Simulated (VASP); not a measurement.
# ZrSe2 (P-3m1) in VASP: further runs

The runs below take ZrSe2 through relaxation of cell and atoms, with r2SCAN, LDA, optB86b-vdW.

Everything below comes from runs of VASP 6.6.1. Logs are shortened: lines on timing, memory, paths and dates and some standing lists are left out, and cuts for length are marked.

### Step 1. Starting point

It takes space group P-3m1 (No. 164, trigonal). Conventional cell: a = 3.809 Å, b = 3.809 Å, c = 6.415 Å, α = 90.00°, β = 90.00°, γ = 120.00°. Zr (site symmetry -3m) has 6 Se at 2.70 Å as nearest neighbours. Around Se (site symmetry 3m) lie 3 Zr at 2.70 Å.

### Step 2. Relaxation of cell and atoms, r2SCAN

File INCAR:

```
SYSTEM = ZrSe2
PREC     = Accurate       ! precision mode
ENCUT    = 600            ! plane-wave cutoff, eV
EDIFF    = 1E-7           ! SCF threshold, eV
ISMEAR   = 0              ! smearing method
SIGMA    = 0.03           ! smearing width, eV
LREAL    = .FALSE.        ! projectors in reciprocal space
LASPH    = .TRUE.         ! aspherical terms in the spheres
NELM     = 80             ! most SCF steps
ALGO     = Normal         ! electronic algorithm
ISIF     = 3              ! what is computed and relaxed
LWAVE    = .FALSE.        ! write WAVECAR
LCHARG   = .FALSE.        ! write CHGCAR
METAGGA  = R2SCAN         ! meta-GGA
LMIXTAU  = .TRUE.       
IBRION   = 2              ! ionic algorithm
NSW      = 90             ! ionic steps
EDIFFG   = -0.005         ! ionic threshold
```

File KPOINTS:

```
regular mesh
0
G
  9 9 5
  0 0 0
```

File POSCAR:

```
ZrSe2                                   
1.0
    3.8087126718      0.0000000000     -0.0000000000
   -1.9043563359      3.2984419295     -0.0000000000
    0.0000000000     -0.0000000000      6.4151933095
  Zr              Se            
     1     2
Direct
     0.0000000000000000    1.0000000000000000    0.0000000000000000
     0.3333333332999970    0.6666666667000030    0.2436535786797498
     0.6666666667000030    0.3333333332999970    0.7563464213202501
```

Potentials or basis: VASP PAW PBE potentials, release 64 (Zr_sv, Se).

The run is started by

```bash
$ cat potpaw_PBE.64/Zr_sv/POTCAR potpaw_PBE.64/Se/POTCAR > POTCAR
$ mpirun -np 1 vasp_std > vasp.out
```

OUTCAR:

```text
SYSTEM = ZrSe2
   PREC = Accurate
   ENCUT = 600
   EDIFF = 1E-7
   ISMEAR = 0
   LREAL = .FALSE.
   LASPH = .TRUE.
   NELM = 80
   ISIF = 3
   METAGGA = R2SCAN
   IBRION = 2
   NSW = 90
   EDIFFG = -0.005

 ion  position               nearest neighbor table
   1  0.000  0.000  0.000-   2 2.70   3 2.70   3 2.70   2 2.70   3 2.70   2 2.70
   2  0.333  0.667  0.244-   1 2.70   1 2.70   1 2.70
   3  0.667  0.333  0.756-   1 2.70   1 2.70   1 2.70

  LATTYP: Found a hexagonal cell.
 ALAT       =     3.8087126718
 C/A-ratio  =     1.6843468810

  Lattice vectors:

 A1 = (   3.8087126718,   0.0000000000,   0.0000000000)
 A2 = (  -1.9043563359,   3.2984419295,   0.0000000000)
 A3 = (   0.0000000000,   0.0000000000,   6.4151933095)

Analysis of symmetry for initial positions (statically):
=====================================================================
 Subroutine PRICEL returns:
 Original cell was already a primitive cell.

 Routine SETGRP: Setting up the symmetry group for a
 hexagonal supercell.

 Subroutine GETGRP returns: Found 12 space group operations
 (whereof 12 operations were pure point group operations)
 out of a pool of 24 trial point group operations.

The static configuration has the point symmetry D_3d.

Analysis of symmetry for dynamics (positions and initial velocities):
=====================================================================
 Subroutine PRICEL returns:
 Original cell was already a primitive cell.

 Routine SETGRP: Setting up the symmetry group for a
 hexagonal supercell.

 Subroutine GETGRP returns: Found 12 space group operations
 (whereof 12 operations were pure point group operations)
 out of a pool of 24 trial point group operations.

The dynamic configuration has the point symmetry D_3d.

 Subroutine INISYM returns: Found 12 space group operations
 (whereof 12 operations are pure point group operations),
 and found     1 'primitive' translations

----------------------------------------------------------------------------------------

                                     Primitive cell

  volume of cell :      80.5929

  direct lattice vectors                    reciprocal lattice vectors
     3.808712672  0.000000000  0.000000000     0.262555904  0.151586722  0.000000000
    -1.904356336  3.298441930  0.000000000     0.000000000  0.303173444  0.000000000
     0.000000000  0.000000000  6.415193310     0.000000000  0.000000000  0.155879948

  length of vectors
     3.808712672  3.808712672  6.415193310     0.303173444  0.303173444  0.155879948

  position of ions in fractional coordinates (direct lattice)
     0.000000000  0.000000000  0.000000000
     0.333333333  0.666666667  0.243653579
     0.666666667  0.333333333  0.756346421

  ion indices of the primitive-cell ions
   primitive index   ion index
                 1           1
                 2           2
                 3           3

----------------------------------------------------------------------------------------

 KPOINTS: regular mesh

Automatic generation of k-mesh.
 Grid dimensions read from file:
 generate k-points for:    9    9    5

 Generating k-lattice:

  Cartesian coordinates                     Fractional coordinates (reciprocal lattice)
     0.029172878  0.016842969  0.000000000     0.111111111  0.000000000  0.000000000
     0.000000000  0.033685938  0.000000000     0.000000000  0.111111111  0.000000000
     0.000000000  0.000000000  0.031175990     0.000000000  0.000000000  0.200000000

  Length of vectors
     0.033685938  0.033685938  0.031175990

  Shift w.r.t. Gamma in fractional coordinates (k-lattice)
     0.000000000  0.000000000  0.000000000

 Subroutine IBZKPT returns following result:
 ===========================================

 Found     50 irreducible k-points:

 Following reciprocal coordinates:
            Coordinates               Weight
  0.000000  0.000000  0.000000      1.000000
  0.111111 -0.000000  0.000000      6.000000
  0.222222 -0.000000  0.000000      6.000000
  0.333333  0.000000  0.000000      6.000000
[... 38 lines left out ...]
   IMIX   =      4    mixing-type and parameters
     AMIX     =   0.40;   BMIX     =  1.00
     AMIX_MAG =   1.60;   BMIX_MAG =  1.00
  volume/ion in A,a.u.               =      26.86       181.29
  Fermi-wavevector in a.u.,A,eV,Ry     =   1.093234  2.065912 16.261135  1.195160
  Thomas-Fermi vector in A             =   2.229515
   LORBIT       =      0    0 simple, 1 ext, 2 COOP (PROOUT), +10 PAW based schemes
   METAGGA = R2SCAN    functional components
   LHFCALC =     F    Hartree Fock is set to
   AEXX    =    0.0000 exact exchange contribution
   IVDW    =     0    specifies the selected vdW correction
   LEPSILON=     F    determine dielectric tensor
   LRPA    =     F    only Hartree local field effects (RPA)
 conjugate gradient relaxation of ions
 non-spin polarized calculation
 Gauss-broadening in eV      SIGMA  =   0.03
  energy-cutoff  :      600.00
  volume of cell :       80.59
 maximum number of plane-waves:      2720
   NGX = 15   NGY = 15   NGZ = 25

--------------------------------------- Ionic step        1  -------------------------------------------

 number of electron      24.0000002 magnetization

 Free energy of the ion-electron system (eV)
  ---------------------------------------------------
  ext. energy  EPLUGINS =         0.00000000
  ---------------------------------------------------
  free energy    TOTEN  =       -56.11497552 eV

  energy without entropy =      -56.11497552  energy(sigma->0) =      -56.11497552

------------------------ aborting loop because EDIFF is reached ----------------------------------------

  FORCE on cell =-STRESS in cart. coord.  units (eV):
  Direction    XX          YY          ZZ          XY          YZ          ZX
  --------------------------------------------------------------------------------------
  -------------------------------------------------------------------------------------
  Total        0.0229635      0.0229635     -0.0032988      0.0000000      0.0000000     -0.0000000
  in kB        0.4565115      0.4565115     -0.0655799      0.0000000      0.0000000     -0.0000000
  external PRESSURE =       0.2824811 kB  Pullay stress =       0.0000000 kB
[... 96 lines left out ...]
  energy  without entropy=      -56.1149821554  energy(sigma->0) =      -56.11498216

--------------------------------------- Ionic step        4  -------------------------------------------

 number of electron      24.0000002 magnetization

 Free energy of the ion-electron system (eV)
  ---------------------------------------------------
  ext. energy  EPLUGINS =         0.00000000
  ---------------------------------------------------
  free energy    TOTEN  =       -56.11498543 eV

  energy without entropy =      -56.11498543  energy(sigma->0) =      -56.11498543

 E-fermi :   3.7441     XC(G=0):  -9.6969

 val. band max:        3.5087162235   @ k =   0.0000   0.0000   0.0000
 cond. band min:       4.3015122475   @ k =   0.0000   0.4444   0.4000
 fundamental gap:      0.7927960239
 Fermi energy:         3.7440663447

 k-point     1 :       0.0000    0.0000    0.0000
  band No.  band energies     occupation
      1     -47.6333      2.00000
      2     -24.9633      2.00000
      3     -24.8568      2.00000
      4     -24.8568      2.00000
      5      -9.9801      2.00000
      6      -8.8001      2.00000
[... 8 lines left out ...]
     15       5.4917      0.00000
     16       8.2098      0.00000
[... 420 lines left out ...]
  band No.  band energies     occupation
      1     -47.6255      2.00000
      2     -24.9673      2.00000
      3     -24.9350      2.00000
      4     -24.8881      2.00000
      5      -9.3117      2.00000
      6      -8.8630      2.00000
[... 8 lines left out ...]
     15       6.6614      0.00000
     16       7.5405      0.00000

 [... further k-points ...]

------------------------ aborting loop because EDIFF is reached ----------------------------------------

  FORCE on cell =-STRESS in cart. coord.  units (eV):
  Direction    XX          YY          ZZ          XY          YZ          ZX
  --------------------------------------------------------------------------------------
  -------------------------------------------------------------------------------------
  Total        0.0016164      0.0016164      0.0025341     -0.0000000      0.0000000      0.0000000
  in kB        0.0321188      0.0321188      0.0503552     -0.0000000      0.0000000      0.0000000
  external PRESSURE =       0.0381976 kB  Pullay stress =       0.0000000 kB
[... 18 lines left out ...]
  FREE ENERGIE OF THE ION-ELECTRON SYSTEM (eV)
  ---------------------------------------------------
  free  energy   TOTEN  =       -56.1149854287 eV

  energy  without entropy=      -56.1149854287  energy(sigma->0) =      -56.11498543

 reached required accuracy - stopping structural energy minimisation
```

It took 8.6 min on 1 thread of Intel Xeon Platinum 8488C (Sapphire Rapids), shared host; peak memory 0.29 GiB.

What came out:

* Free energy: -56.1150 eV
* Relaxed volume: 26.88 Å³/atom
* Relaxed cell: a = 3.810 Å, b = 3.810 Å, c = 6.413 Å, α = 90.00°, β = 90.00°, γ = 120.00°
* Space group after relaxing (to 0.05 Å): P-3m1 (No. 164)
* Energy gained by relaxing: 0.0 meV/atom
* Ionic steps: 4
* Pressure after relaxing: 0.0 GPa
* Band gap on the k mesh: 0.79 eV, indirect (least direct gap 1.43 eV)

Final structure:
```xyz
3
Lattice="3.8101 0.0000 0.0000 -1.9051 3.2997 0.0000 0.0000 0.0000 6.4133" Properties=species:S:1:pos:R:3 pbc="T T T"
Zr    0.0000    0.0000    0.0000
Se    0.0000    2.1998    1.5623
Se    1.9051    1.0999    4.8510
```

Levels at points of the mesh, in eV from the valence-band top:
```tsv
k point	band 10	band 11	band 12	band 13	band 14	band 15
(0.00, 0.00, 0.00)	-0.12	0.00	0.00	1.43	1.43	1.98
```

Caveat: the PAW data sets were made with another functional, which shifts forces and pressure a little; an odd mesh through Γ misses points on the zone boundary, where band edges often lie. r2SCAN opens gaps a little over a GGA but as a rule still falls short of measured ones.

[end of part 1 of 2]
